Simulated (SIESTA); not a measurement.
The system is FeNi3 (Awaruite).

```
Ni Fe
1.0
     3.54500    0.00000    0.00000
     0.00000    3.54500    0.00000
     0.00000    0.00000    3.54500
Ni Fe
3 1
Direct
  0.50000 0.50000 0.00000
  0.50000 0.00000 0.50000
  0.00000 0.50000 0.50000
  0.00000 0.00000 0.00000
```

Base run:

| Quantity | Value |
| --- | --- |
| Program | SIESTA 5.4.2 |
| Functional | PBEsol |
| Potentials or basis | PseudoDojo 0.4 standard (PBEsol files) |
| Basis | TZP (energy shift 0.003 Ry; two zetas on semicore shells) |
| Grid cutoff | 800 Ry |
| Energy shift | 0.003 Ry |
| k mesh | 8 × 8 × 8 |
| Occupations | fermi-dirac, width 0.05 eV |
| Spin | collinear spin, ferromagnetic start |
| Starting moments | [1.0, 1.0, 1.0, 3.0] μB |

Its results: band gap on the k mesh none (metal or under the smearing width); pressure -11.2 GPa; net moment 4.94 μB per cell; site moments Ni +0.63; Fe +3.04 μB.

The run is repeated on the same cell with these changes: basis from TZP (energy shift 0.003 Ry; two zetas on semicore shells) to TZDP (energy shift 0.003 Ry; two zetas on semicore shells). What comes out?

Band gap on the k mesh none (metal or under the smearing width); pressure -10.3 GPa; net moment 4.93 μB per cell; site moments Ni +0.64; Fe +3.02 μB.

Caveats: short orbitals over semicore shells can move pressures by several GPa; the basis of atomic orbitals isn't converged, which shifts pressures, moduli and gaps.
